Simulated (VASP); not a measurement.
# MgO (Periclase) (Fm-3m) in VASP: a series of runs

One crystal, MgO (Periclase), is run at these levels: r2SCAN, PBEsol; tasks: phonons, dielectric tensor.

All numbers are computed with VASP 6.6.1; they aren't measurements. Logs are shortened: lines on timing, memory, paths and dates and some standing lists are left out, and cuts for length are marked.

**Measured values to compare with.**

“Infrared Optical Properties of Ferropericlase (Mg1-xFexO): Experiment and Theory”, 2007, arxiv:0704.2267 reports, for a bulk crystal of MgO at 295 K: high-frequency dielectric constant 2.95 ± 0.1.

How close the calculation comes is told below.

**1. The structure**

Symmetry: Fm-3m, No. 225, cubic system. The conventional cell has a = 4.193 Å, b = 4.193 Å, c = 4.193 Å, α = 90.00°, β = 90.00°, γ = 90.00°. Mg (site symmetry m-3m) is surrounded by 6 O at 2.10 Å. Around O (site symmetry m-3m) lie 6 Mg at 2.10 Å.

**2. Phonons, r2SCAN**

The input, POSCAR:

```
MgO
1.0
    0.0000000000      2.0964156981      2.0964156981
    2.0964156981      0.0000000000      2.0964156981
    2.0964156981      2.0964156981      0.0000000000
  Mg              O
     1     1
Direct
     0.0000000000000000    0.0000000000000000    0.0000000000000000
     0.5000000000000000    0.5000000000000000    0.5000000000000000
```

The input, INCAR.step1:

```
PREC = Accurate
ENCUT = 600
EDIFF = 1E-8
ISMEAR = 0
SIGMA = 0.03
LREAL = False
LASPH = True
NELM = 80
ALGO = Normal
ISIF = 3
LWAVE = False
LCHARG = False
METAGGA = R2SCAN
LMIXTAU = True
IBRION = 2
NSW = 40
EDIFFG = -0.002
```

The input, INCAR.step2:

```
PREC = Accurate
ENCUT = 600
EDIFF = 1E-8
ISMEAR = 0
SIGMA = 0.03
LREAL = False
LASPH = True
NELM = 80
ALGO = Normal
ISIF = 2
LWAVE = False
LCHARG = False
METAGGA = R2SCAN
LMIXTAU = True
IBRION = 6
NFREE = 2
POTIM = 0.015
NSW = 1
```

The input, KPOINTS:

```
regular mesh
0
Gamma
  12 12 12
```

Potentials or basis: VASP PAW PBE potentials, release 64 (Mg, O).

Launch:

```sh
> cat potpaw_PBE.64/Mg/POTCAR potpaw_PBE.64/O/POTCAR > POTCAR
> cp INCAR.step1 INCAR
> mpirun -np 1 vasp_std > vasp.out
> cp CONTCAR POSCAR
> cp INCAR.step2 INCAR
> mpirun -np 1 vasp_std > vasp.out
```

OUTCAR:

```text
PREC = Accurate
   ENCUT = 600
   EDIFF = 1E-8
   ISMEAR = 0
   LREAL = False
   LASPH = True
   NELM = 80
   ISIF = 2
   METAGGA = R2SCAN
   IBRION = 6
   NFREE = 2
   POTIM = 0.015
   NSW = 1

 ion  position               nearest neighbor table
   1  0.000  0.000  0.000-   2 2.10   2 2.10   2 2.10   2 2.10   2 2.10   2 2.10
   2  0.500  0.500  0.500-   1 2.10   1 2.10   1 2.10   1 2.10   1 2.10   1 2.10

  LATTYP: Found a face centered cubic cell.
 ALAT       =     4.1928313962

  Lattice vectors:

 A1 = (   0.0000000000,   2.0964156981,   2.0964156981)
 A2 = (   2.0964156981,   0.0000000000,   2.0964156981)
 A3 = (   2.0964156981,   2.0964156981,   0.0000000000)

Analysis of symmetry for initial positions (statically):
=====================================================================
 Subroutine PRICEL returns:
 Original cell was already a primitive cell.

 Routine SETGRP: Setting up the symmetry group for a
 face centered cubic supercell.

 Subroutine GETGRP returns: Found 48 space group operations
 (whereof 48 operations were pure point group operations)
 out of a pool of 48 trial point group operations.

The static configuration has the point symmetry O_h .

Analysis of symmetry for dynamics (positions and initial velocities):
=====================================================================
 Subroutine PRICEL returns:
 Original cell was already a primitive cell.

 Routine SETGRP: Setting up the symmetry group for a
 face centered cubic supercell.

 Subroutine GETGRP returns: Found 48 space group operations
 (whereof 48 operations were pure point group operations)
 out of a pool of 48 trial point group operations.

The dynamic configuration has the point symmetry O_h .

 Subroutine INISYM returns: Found 48 space group operations
 (whereof 48 operations are pure point group operations),
 and found     1 'primitive' translations

----------------------------------------------------------------------------------------

                                     Primitive cell

  volume of cell :      18.4273

  direct lattice vectors                    reciprocal lattice vectors
     0.000000000  2.096415698  2.096415698    -0.238502316  0.238502316  0.238502316
     2.096415698  0.000000000  2.096415698     0.238502316 -0.238502316  0.238502316
     2.096415698  2.096415698  0.000000000     0.238502316  0.238502316 -0.238502316

  length of vectors
     2.964779513  2.964779513  2.964779513     0.413098130  0.413098130  0.413098130

  position of ions in fractional coordinates (direct lattice)
     0.000000000  0.000000000  0.000000000
     0.500000000  0.500000000  0.500000000

  ion indices of the primitive-cell ions
   primitive index   ion index
                 1           1
                 2           2

----------------------------------------------------------------------------------------

 KPOINTS: regular mesh

Automatic generation of k-mesh.
 Grid dimensions read from file:
 generate k-points for:   12   12   12

 Generating k-lattice:

  Cartesian coordinates                     Fractional coordinates (reciprocal lattice)
    -0.019875193  0.019875193  0.019875193     0.083333333  0.000000000  0.000000000
     0.019875193 -0.019875193  0.019875193     0.000000000  0.083333333  0.000000000
     0.019875193  0.019875193 -0.019875193     0.000000000  0.000000000  0.083333333

  Length of vectors
     0.034424844  0.034424844  0.034424844

  Shift w.r.t. Gamma in fractional coordinates (k-lattice)
     0.000000000  0.000000000  0.000000000

 Subroutine IBZKPT returns following result:
 ===========================================

 Found     72 irreducible k-points:

 Following reciprocal coordinates:
[... 54 lines left out ...]
   PSTRESS=    0.0 pullay stress
   NELECT =       8.0000    total number of electrons
   NUPDOWN=      -1.0000    fix difference up-down
   EMIN   =  10.00;   EMAX   =-10.00  energy-range for DOS
   EFERMI =   0.00;   METHOD = LEGACY
   ISMEAR =     0;   SIGMA  =   0.03  broadening in eV -4-tet -1-fermi 0-gaus
   EFERMI_NEDOS =   21; number of points for ismear=-14 and -15
   IALGO  =     38    algorithm
   IMIX   =      4    mixing-type and parameters
     AMIX     =   0.40;   BMIX     =  1.00
     AMIX_MAG =   1.60;   BMIX_MAG =  1.00
  volume/ion in A,a.u.               =       9.21        62.18
  Fermi-wavevector in a.u.,A,eV,Ry     =   1.239607  2.342518 20.907066  1.536626
  Thomas-Fermi vector in A             =   2.374083
   LORBIT       =      0    0 simple, 1 ext, 2 COOP (PROOUT), +10 PAW based schemes
   METAGGA = R2SCAN    functional components
   LHFCALC =     F    Hartree Fock is set to
   AEXX    =    0.0000 exact exchange contribution
   IVDW    =     0    specifies the selected vdW correction
   LEPSILON=     F    determine dielectric tensor
   LRPA    =     F    only Hartree local field effects (RPA)
 finite differences with symmetry
 non-spin polarized calculation
 Gauss-broadening in eV      SIGMA  =   0.03
  energy-cutoff  :      600.00
  volume of cell :       18.43
 maximum number of plane-waves:       636
   NGX = 11   NGY = 11   NGZ = 11

--------------------------------------- Ionic step        1  -------------------------------------------

 number of electron       8.0000004 magnetization

 Free energy of the ion-electron system (eV)
  ---------------------------------------------------
  ext. energy  EPLUGINS =         0.00000000
  ---------------------------------------------------
  free energy    TOTEN  =       -16.16519342 eV

  energy without entropy =      -16.16519342  energy(sigma->0) =      -16.16519342

------------------------ aborting loop because EDIFF is reached ----------------------------------------

  FORCE on cell =-STRESS in cart. coord.  units (eV):
  Direction    XX          YY          ZZ          XY          YZ          ZX
  --------------------------------------------------------------------------------------
  -------------------------------------------------------------------------------------
  Total        0.0029326      0.0029326      0.0029326      0.0000000      0.0000000      0.0000000
  in kB        0.2549729      0.2549729      0.2549729      0.0000000      0.0000000      0.0000000
  external PRESSURE =       0.2549729 kB  Pullay stress =       0.0000000 kB
[... 131 lines left out ...]
--------------------------------------- Ionic step        5  -------------------------------------------

 number of electron       8.0000002 magnetization

 Free energy of the ion-electron system (eV)
  ---------------------------------------------------
  ext. energy  EPLUGINS =         0.00000000
  ---------------------------------------------------
  free energy    TOTEN  =       -16.16453661 eV

  energy without entropy =      -16.16453661  energy(sigma->0) =      -16.16453661

 E-fermi :   3.0561     XC(G=0): -11.6640

 val. band max:        2.8750533768   @ k =   0.0000   0.0000   0.0000
 cond. band min:       8.6219938860   @ k =   0.0000   0.0000   0.0000
 fundamental gap:      5.7469405092
 Fermi energy:         3.0560762329

 k-point     1 :       0.0000    0.0000    0.0000
  band No.  band energies     occupation
      1     -15.3950      2.00000
      2       2.8748      2.00000
      3       2.8751      2.00000
      4       2.8751      2.00000
      5       8.6220      0.00000
      6      19.7938      0.00000
      7      19.7943      0.00000
      8      19.7943      0.00000
[... 243 lines left out ...]
 k-point    24 :      -0.4167    0.1667    0.0000
  band No.  band energies     occupation
      1     -14.0284      2.00000
      2      -1.3889      2.00000
      3       1.2638      2.00000
      4       2.0561      2.00000
      5      12.9607      0.00000
      6      16.5364      0.00000
      7      18.3707      0.00000
      8      21.1551      0.00000

 [... further k-points ...]

------------------------ aborting loop because EDIFF is reached ----------------------------------------

  FORCE on cell =-STRESS in cart. coord.  units (eV):
  Direction    XX          YY          ZZ          XY          YZ          ZX
  --------------------------------------------------------------------------------------
  -------------------------------------------------------------------------------------
  Total        0.0120702      0.0022020      0.0022020      0.0000000     -0.0000000      0.0000000
  in kB        1.0494519      0.1914521      0.1914521      0.0000000     -0.0000000      0.0000000
  external PRESSURE =       0.4774521 kB  Pullay stress =       0.0000000 kB
[... 17 lines left out ...]
  FREE ENERGIE OF THE ION-ELECTRON SYSTEM (eV)
  ---------------------------------------------------
  free  energy   TOTEN  =       -16.1645366141 eV

  energy  without entropy=      -16.1645366141  energy(sigma->0) =      -16.16453661

 INTERNAL STRAIN TENSORS FROM DISPLACED ATOMS
 ============================================

 INTERNAL STRAIN TENSOR FOR ION    1 for displacements in x,y,z  (eV/Angst):
          X           Y           Z          XY          YZ          ZX
  --------------------------------------------------------------------------------
  x     0.00000     0.00000     0.00000     0.00000     0.00000     0.00000
  y     0.00000     0.00000     0.00000     0.00000     0.00000     0.00000
  z     0.00000     0.00000     0.00000     0.00000     0.00000     0.00000

 INTERNAL STRAIN TENSOR FOR ION    2 for displacements in x,y,z  (eV/Angst):
          X           Y           Z          XY          YZ          ZX
  --------------------------------------------------------------------------------
  x     0.00000     0.00000     0.00000     0.00000     0.00000     0.00000
  y     0.00000     0.00000     0.00000     0.00000     0.00000     0.00000
  z     0.00000     0.00000     0.00000     0.00000     0.00000     0.00000

 Eigenvectors and eigenvalues of the dynamical matrix
 ----------------------------------------------------

   1 f  =   12.254381 THz    76.996548 2PiTHz  408.762158 cm-1    50.680026 meV
             X         Y         Z           dx          dy          dz
      0.000000  0.000000  0.000000     0.624959   -0.027069    0.000000
      2.096416  2.096416  2.096416    -0.779457    0.033761    0.000000
[... 21 lines left out ...]
   6 f/i=    0.071046 THz     0.446395 2PiTHz    2.369837 cm-1     0.293822 meV
             X         Y         Z           dx          dy          dz
      0.000000  0.000000  0.000000    -0.092978    0.774628    0.000000
      2.096416  2.096416  2.096416    -0.074549    0.621087    0.000000

 ELASTIC MODULI CONTR FROM IONIC RELAXATION (kBar)
 Direction    XX          YY          ZZ          XY          YZ          ZX
 --------------------------------------------------------------------------------
 XX           0.0000      0.0000      0.0000      0.0000      0.0000      0.0000
 YY           0.0000      0.0000      0.0000      0.0000      0.0000      0.0000
 ZZ           0.0000      0.0000      0.0000      0.0000      0.0000      0.0000
 XY           0.0000      0.0000      0.0000      0.0000      0.0000      0.0000
 YZ           0.0000      0.0000      0.0000      0.0000      0.0000      0.0000
 ZX           0.0000      0.0000      0.0000      0.0000      0.0000      0.0000
 --------------------------------------------------------------------------------
```

It took 5.9 min on 1 thread of AMD EPYC 9R45 (Zen 5), shared host; peak memory 0.17 GiB.

Results:

```
Highest phonon frequency at Γ, LO-TO splitting left out : 409 cm⁻¹
```

Phonon frequencies in cm⁻¹ (negative: imaginary):
```csv
q point,frequencies
"(0.000, 0.000, 0.000)",-2 -2 -2 409 409 409
```

Caveat: the PAW data sets were made with another functional, which shifts forces and pressure a little.

[end of part 1 of 2]
